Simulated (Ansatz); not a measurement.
Relaxing PtSe2

Level of theory: Ansatz 0.2.0, DFT PBEsol, scalar-relativistic, plane waves, PAW. (420 eV cutoff, 18×18×12 k-mesh, Gaussian smearing of 0.10 eV, no spin polarisation)

What was changed: biaxial strain in the a-b plane, c and atoms relaxed: -3.0 %.

Spin–orbit coupling is left out, which can shift energies with elements as heavy as these.

Command:

```bash
ansatz run input.yaml --threads 1 --pin off --max-ram 2560MiB --backend cpu --events-out ev --progress --plain --runs-dir out
```

Input:

```yaml
crystal:
  lattice:
    - [3.646580212, 0.0, 0.0]
    - [-1.823290106, 3.1580311005, 0.0]
    - [0.0, 0.0, 4.9561890508]
  atoms:
    - { symbol: Pt, position: [0.0, 0.0, 0.0] }
    - { symbol: Se, position: [0.6666666667, 0.3333333333, 0.7399631401] }
    - { symbol: Se, position: [0.3333333333, 0.6666666667, 0.2600368599] }
basis:
  ecutwfc: 420
kpoints:
  mp_grid: { grid: [18, 18, 12] }
hamiltonian:
  xc: pbesol
scf:
  occupations: { method: gaussian, width: 0.1 }
output:
  forces: true
  stress: true
  eigenvalues: true
relax:
  adjacent_minimum: "off"
  f_tol: 0.008
  max_steps: 40
  cell: { stress_tol: 0.015, fix: [a, b, gamma] }
```

F is the free energy. Steps run on the plane waves of an earlier cell, but the last one, and at times one on the way, on a freshly chosen basis, so a repeated geometry can differ a little in energy. The held parts of the cell keep their stress, so P needn't end at zero.

Steps:

```
step F − F(1) (eV) largest force component (eV/Å) V (Å³/atom) P (GPa)
   1         0.0000                           0.488       19.025     8.23
   2        -0.0182                           0.315       19.518     2.59
   3        -0.0273                           0.022       19.621     4.02
   4        -0.0277                           0.004       19.737     3.95
   5        -0.0277                           0.001       19.805     3.82
   6        -0.0277                           0.000       19.815     3.79
   7        -0.0282                           0.000       19.815     3.79
```

Relaxed structure:

```xyz
3
Lattice="3.6466 0.0000 0.0000 -1.8233 3.1580 0.0000 0.0000 0.0000 5.1620" Properties=species:S:1:pos:R:3 pbc="T T T"
Pt    0.0000    0.0000    0.0000
Se    1.8233    1.0527    3.8294
Se    0.0000    2.1054    1.3326
```

It takes space group P-3m1 (No. 164, trigonal). The conventional cell has a = 3.647 Å, b = 3.647 Å, c = 5.162 Å, α = 90.00°, β = 90.00°, γ = 120.00°. Pt (site symmetry -3m) has 6 Se at 2.49 Å as nearest neighbours. Se (site symmetry 3m) is surrounded by 3 Pt at 2.49 Å.

The run converged. The run took 6.3 min on 1 thread of Arm Neoverse N1 (shared host), peak memory 0.74 GiB.